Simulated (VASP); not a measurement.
Here is a VASP 6.6.1 calculation.

INCAR

```
PREC     = Accurate       # precision mode
ENCUT    = 520            # plane-wave cutoff, eV
EDIFF    = 1E-7           # SCF threshold, eV
ISMEAR   = -1             # smearing method
SIGMA    = 0.05           # smearing width, eV
LREAL    = False          # projectors in reciprocal space
LASPH    = True           # aspherical terms in the spheres
NELM     = 80             # most SCF steps
ALGO     = Normal         # electronic algorithm
ISIF     = 2              # what is computed and relaxed
LWAVE    = False          # write WAVECAR
LCHARG   = False          # write CHGCAR
GGA      = PS             # functional
IVDW     = 12             # dispersion correction
NBANDS   = 26             # bands
```

Contents of KPOINTS:

```
Automatic mesh
0
Gamma
  7 7 4
```

POSCAR

```
CdSe
1.0
    4.3000000000      0.0000000000      0.0000000000
   -2.1500000000      3.7239092363      0.0000000000
    0.0000000000      0.0000000000      7.0200000000
Cd Se
2 2
Direct
    0.6666666667      0.3333333333      0.5000000000
    0.3333333333      0.6666666667      0.0000000000
    0.6666666667      0.3333333333      0.8850000000
    0.3333333333      0.6666666667      0.3850000000
```

Potentials or basis: VASP PAW PBE potentials, release 64 (Cd, Se).

Run with:

```console
$ cat potpaw_PBE.64/Cd/POTCAR potpaw_PBE.64/Se/POTCAR > POTCAR
$ mpirun -np 1 vasp_std > vasp.out
```

Question: Predict the pressure.

Answer: -1.2 GPa.

Question: What does it give for the band gap on the k mesh?

Answer: 0.58 eV, direct.

Question: What does it give for the largest force?

Answer: 0.275 eV/Å.

Question: What does it give for the dispersion energy per atom?

Answer: -0.295 eV.

Stress tensor (GPa, compression positive):
```
-0.56  0.00  0.00
 0.00 -0.56  0.00
 0.00  0.00 -2.44
```

Caveat: three body term missing; the PAW data sets were made with another functional, which shifts forces and pressure a little.

**The experiment to reproduce.**

From a printed reference work, data compilation, for a bulk crystal of CdSe at 2 K: band gap 1.841 eV.

Measured gap of CdSe: 1.841 eV (2 K; a printed reference work, data compilation). This calculation gives 0.58 eV (-1.26 eV). So large a miss can be the level of theory's own, or it may mean another phase, state or a wrong row. Spin-orbit coupling on Cd, Se is left out. The value is that of PBEsol+D3(BJ), without temperature or zero-point motion. Semilocal functionals fall short of measured gaps as a rule.
